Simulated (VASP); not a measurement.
Input of a VASP 6.6.1 run:

File POSCAR:

```
HgSe
1.0
    0.0000000000      3.0390000000      3.0390000000
    3.0390000000      0.0000000000      3.0390000000
    3.0390000000      3.0390000000      0.0000000000
Hg Se
1 1
Direct
    0.0000000000      0.0000000000      0.0000000000
    0.7500000000      0.7500000000      0.7500000000
```

Contents of INCAR.step1:

```
SYSTEM = HgSe
ALGO = Normal
EDIFF = 1E-6
ENCUT = 520
GGA = AM
ISIF = 2
ISMEAR = -1
LASPH = .True.
LCHARG = .True.
LREAL = .False.
LWAVE = .False.
NBANDS = 16
NELM = 80
PREC = Accurate
SIGMA = 0.05
```

File KPOINTS.step1:

```
k-points
0
Gamma
  8 8 8
  0 0 0
```

File INCAR.step2:

```
SYSTEM = HgSe
ALGO = Normal
EDIFF = 1E-6
ENCUT = 520
GGA = AM
ICHARG = 11
ISIF = 2
ISMEAR = 0
LASPH = .True.
LCHARG = .False.
LREAL = .False.
LWAVE = .False.
NBANDS = 16
NELM = 80
PREC = Accurate
SIGMA = 0.05
```

KPOINTS.step2

```
path GXWKGLUWLK,UX
10
line-mode
reciprocal
 0.0000000000  0.0000000000  0.0000000000  G
 0.5000000000  0.0000000000  0.5000000000  X

 0.5000000000  0.0000000000  0.5000000000  X
 0.5000000000  0.2500000000  0.7500000000  W

 0.5000000000  0.2500000000  0.7500000000  W
 0.3750000000  0.3750000000  0.7500000000  K

 0.3750000000  0.3750000000  0.7500000000  K
 0.0000000000  0.0000000000  0.0000000000  G

 0.0000000000  0.0000000000  0.0000000000  G
 0.5000000000  0.5000000000  0.5000000000  L

 0.5000000000  0.5000000000  0.5000000000  L
 0.6250000000  0.2500000000  0.6250000000  U

 0.6250000000  0.2500000000  0.6250000000  U
 0.5000000000  0.2500000000  0.7500000000  W

 0.5000000000  0.2500000000  0.7500000000  W
 0.5000000000  0.5000000000  0.5000000000  L

 0.5000000000  0.5000000000  0.5000000000  L
 0.3750000000  0.3750000000  0.7500000000  K

 0.6250000000  0.2500000000  0.6250000000  U
 0.5000000000  0.0000000000  0.5000000000  X
```

Potentials or basis: VASP PAW PBE potentials, release 64 (Hg, Se).

Command:

```sh
$ cat potpaw_PBE.64/Hg/POTCAR potpaw_PBE.64/Se/POTCAR > POTCAR
$ cp INCAR.step1 INCAR
$ cp KPOINTS.step1 KPOINTS
$ mpirun -np 1 vasp_std > vasp.out
$ cp INCAR.step2 INCAR
$ cp KPOINTS.step2 KPOINTS
$ mpirun -np 1 vasp_std > vasp.out
```

Task: Estimate the band gap along the path.

Result: None (metal or under the smearing width).

Levels at the corners of the path, in eV from the Fermi level:
```csv
point,band 5,band 6,band 7,band 8,band 9,band 10,band 11,band 12,band 13,band 14
Γ,-6.50,-6.50,-1.01,-0.06,-0.06,-0.06,5.40,5.40,5.40,8.49
X,-6.39,-6.13,-5.19,-2.38,-2.38,2.72,2.95,8.48,9.79,9.79
X,-6.39,-6.13,-5.19,-2.38,-2.38,2.72,2.95,8.48,9.79,9.79
W,-6.56,-5.88,-5.41,-2.82,-2.49,3.55,5.11,6.03,7.45,10.15
W,-6.56,-5.88,-5.41,-2.82,-2.49,3.55,5.11,6.03,7.45,10.15
K,-6.45,-5.97,-5.36,-2.96,-1.95,2.87,4.45,7.96,8.18,8.35
K,-6.45,-5.97,-5.36,-2.96,-1.95,2.87,4.45,7.96,8.18,8.35
Γ,-6.50,-6.50,-1.01,-0.06,-0.06,-0.06,5.40,5.40,5.40,8.49
Γ,-6.50,-6.50,-1.01,-0.06,-0.06,-0.06,5.40,5.40,5.40,8.49
L,-6.45,-6.18,-5.61,-1.04,-1.04,1.04,6.18,6.18,7.00,9.25
L,-6.45,-6.18,-5.61,-1.04,-1.04,1.04,6.18,6.18,7.00,9.25
U,-6.45,-5.97,-5.36,-2.96,-1.95,2.87,4.45,7.96,8.18,8.35
U,-6.45,-5.97,-5.36,-2.96,-1.95,2.87,4.45,7.96,8.18,8.35
W,-6.56,-5.88,-5.41,-2.82,-2.49,3.55,5.11,6.03,7.45,10.15
W,-6.56,-5.88,-5.41,-2.82,-2.49,3.55,5.11,6.03,7.45,10.15
L,-6.45,-6.18,-5.61,-1.04,-1.04,1.04,6.18,6.18,7.00,9.25
L,-6.45,-6.18,-5.61,-1.04,-1.04,1.04,6.18,6.18,7.00,9.25
K,-6.45,-5.97,-5.36,-2.96,-1.95,2.87,4.45,7.96,8.18,8.35
U,-6.45,-5.97,-5.36,-2.96,-1.95,2.87,4.45,7.96,8.18,8.35
X,-6.39,-6.13,-5.19,-2.38,-2.38,2.72,2.95,8.48,9.79,9.79
```

Caveat: the log is that of the step along the path at fixed density, whose energy, stress, charges and moments have no meaning; spin-orbit coupling is left out, which moves the levels of the heavy elements.
